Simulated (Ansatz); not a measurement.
**TaN (P6_3/mmc): electronic heat capacity and spin susceptibility from the density of states**

All numbers below come from DFT PBE, scalar-relativistic, plane waves, PAW in Ansatz.

Cutoff 420 eV; k points 18×18×8 on the computed 4-atom cell (Γ-centred); Gaussian smearing, width 0.10 eV; no spin polarisation.

Relaxed cell: P6_3/mmc, a = 2.917 Å, b = 2.917 Å, c = 5.915 Å, α = 90.00°, β = 90.00°, γ = 120.00°, 4 atoms in the primitive cell. This form isn't the usual stable structure of the compound.

The density of states at the Fermi level is 0.884 states/eV in the cell of 4 atoms (2 formula units; both spins, tetrahedra on a 27×27×12 mesh).

Problem. What Sommerfeld coefficient and Pauli susceptibility does this give?

Solution. Per formula unit N(E_F) = 0.442 states/eV. γ = (π²/3) k_B² N(E_F) N_A = 2.357 mJ/(mol K²) per state/eV, so γ = 1.0 mJ/(mol K²), a mole of formula units. χ_P = μ_B² N(E_F) N_A = 3.23×10⁻⁵ emu/mol per state/eV gives 1.4×10⁻⁵ emu/mol. This is the bare band result: a measured γ of the same phase is as a rule larger by a factor 1 + λ from phonons and spin fluctuations, the spin part of χ is larger by the Stoner factor, and a measured χ also holds orbital and core terms. N(E_F) at one energy is sensitive to the mesh where the density of states has sharp peaks.

Spin-orbit coupling is left out, which matters for the bands of heavy elements.

Cost: 1 run of about 1.1 core-minutes, on Arm Neoverse V1 (shared hosts).